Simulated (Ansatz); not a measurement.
Input for Ansatz (plane-wave DFT, PAW):

```yaml
crystal:
  lattice:
    - [-1.562896, 1.562896, 3.780394205]
    - [1.562896, -1.562896, 3.780394205]
    - [1.562896, 1.562896, -3.780394205]
  atoms:
    - { symbol: Si, position: [0.2940499659, 0.2940499659, 0.0] }
    - { symbol: Si, position: [0.7059500341, 0.7059500341, 0.0] }
    - { symbol: Mo, position: [0.0, 0.0, 0.0] }
basis:
  ecutwfc: 420
kpoints:
  mp_grid: { grid: [18, 18, 18] }
hamiltonian:
  xc: pbesol
scf:
  occupations: { method: gaussian, width: 0.1 }
output:
  forces: true
  stress: true
  eigenvalues: true
```

It can be run as
```bash
ansatz run input.yaml --threads 1 --pin off --backend cpu --events-out ev --progress --plain --runs-dir out  # memory cap (--max-ram) not shown
```

Level of theory: DFT PBEsol, scalar-relativistic, plane waves, PAW (Ansatz 0.2.0).

Abridged output:

```
Pseudopotentials: kind: paw
Pseudopotential: Si, paw, valence charge 4, recommended cutoff 420 eV (normal)
Pseudopotential: Mo, paw, valence charge 14, recommended cutoff 420 eV (normal)
Functional definition: PBEsol
Crystal: 3 atoms, lattice volume = 36.937 Å³
Basis set: ecut = 420 eV, 761 PW (Γ), exchange–correlation on 60×60×60 points (8 copies of the dense FFT grid, shifted against one another)
Bands: 15, of which v1, the nominal top of the filled ones, is band 11 counted from 1 (10 counted from 0)
Symmetry: 16 space group operations
Space group: I4/mmm (ITA 139), of the structure as read, at distance tolerance 3.3e-5 Å
k-points: 480 of 5832
Initial density: superposition of atomic densities (neutral atoms: chi_scale 0, normalization atom), corrected by the library's trained network
Initial wavefunctions: pseudopotential atomic-orbital guess
Functional: x = pbesol(κ = 0.804, μ = 0.12345679), c = pbesol(β = 0.046)
SCF iter   1: F=—  HF=-6140.014434 eV  |F-HF|=—  |Δ(HF+E_count)|=         —  Δρ=5.90e-3  dr2=8.71e-3  ethr=1.77e-3  ⟨swp⟩=5.2  Hψ=41153  notcnv=0
SCF iter   2: F=—  HF=-6140.013338 eV  |F-HF|=—  |Δ(HF+E_count)|=   1.10e-3  Δρ=2.86e-3  dr2=1.16e-3  ethr=3.96e-5  ⟨swp⟩=1.4  Hψ=11993  notcnv=0
SCF iter   3: F=—  HF=-6140.013457 eV  |F-HF|=—  |Δ(HF+E_count)|=   1.20e-4  Δρ=9.96e-4  dr2=1.56e-4  ethr=5.25e-6  ⟨swp⟩=1.0  Hψ=7185  notcnv=0
SCF iter   4: F=—  HF=-6140.013465 eV  |F-HF|=—  |Δ(HF+E_count)|=   7.77e-6  Δρ=7.41e-5  dr2=1.01e-6  ethr=7.11e-7  ⟨swp⟩=1.0  Hψ=7195  notcnv=0
SCF iter   5: F=—  HF=-6140.013473 eV  |F-HF|=—  |Δ(HF+E_count)|=   7.33e-6  Δρ=1.34e-5  dr2=5.69e-8  ethr=4.58e-9  ⟨swp⟩=2.2  Hψ=10717  notcnv=0
SCF iter   6: F=-6140.013472 eV  HF=-6140.013473 eV  |F-HF|=1.33e-9  |Δ(HF+E_count)|=   1.05e-8  Δρ=3.12e-6  dr2=3.28e-9  ethr=2.59e-10  ⟨swp⟩=2.2  Hψ=24839  notcnv=0
SCF 1 converged in 6 iterations: F = -6140.013472 eV  dr2 = 3.28e-9
SCF converged after 6 iterations
Free energy (F): -6140.013472 eV
Harris-Foulkes:  -6140.013473 eV  (|F-HF|=1.33e-9)
Internal energy: -6140.009245 eV  (E = F + TS)
E sigma→0 (E₀):  -6140.011359 eV
Entropy (-TS):   -0.004227 eV (-1.409 meV/atom)
Fermi energy:    17.436708 eV
--- Per-component energies (eV) ---
  E_band       = -18.776246
  E_kinetic    = 543.306657
  E_local      = -1079.059493  (includes V_loc(G=0)·N_el)
  E_nonlocal   = 199.014141
  E_hartree    = 401.699179
  E_xc         = -300.800468
  E_vxc        = -333.882839  (∫ρ·V_xc dr)
  E_paw        = -4143.000658  (= ΣΔE_a)
  E_vpaw       = -151.553338  (= ΣTr[D̂ρ^β])
  E_aug_tail   = 0.000057  (compensation charges beyond the density's cutoff)
  E_ewald      = -1761.441080
  E_core_change = 0.272421  (= ΣΔE_core)
  E_smearing   = -0.004227  (= −TS)
--- Forces (eV/Å), atoms counted from 1 ---
  atom   1  Si     0.00000000     0.00000000     6.63638303
  atom   2  Si     0.00000000     0.00000000    -6.63638303
  atom   3  Mo     0.00000000     0.00000000     0.00000000
--- Stress (GPa, compression-positive) ---
       22.046969       0.000000       0.000000
        0.000000      22.046969       0.000000
        0.000000       0.000000      62.788348
  P = ⅓ Tr σ = 35.6274 GPa (356.274 kbar)
--- Band table (eV; the first three rows and the last of 480) ---
  k-point 0: bands = ["-43.1489", "-17.6977", "-17.1303", "-17.1303", "2.7279", "11.8815", "13.5747", "13.5747", "14.2228", "14.7299", "18.4498", "18.9034", "20.6003", "21.6082", "22.2908"]
  k-point 1: bands = ["-43.1475", "-17.6959", "-17.1396", "-17.1383", "2.8242", "11.9706", "13.1823", "13.2693", "14.5952", "14.7805", "18.1927", "19.2733", "20.4115", "21.5020", "22.3753"]
  k-point 2: bands = ["-43.1433", "-17.6910", "-17.1658", "-17.1613", "3.1106", "12.2178", "12.5646", "12.6354", "14.9322", "15.0433", "17.4801", "20.0472", "20.1751", "21.2750", "22.7543"]
  k-point 479: bands = ["-43.1474", "-17.7472", "-17.1332", "-17.1332", "4.3104", "8.7778", "13.2250", "13.8775", "15.7545", "15.7545", "16.6575", "16.6575", "18.7046", "21.7292", "22.7428"]
```

The calculation finished and met its thresholds.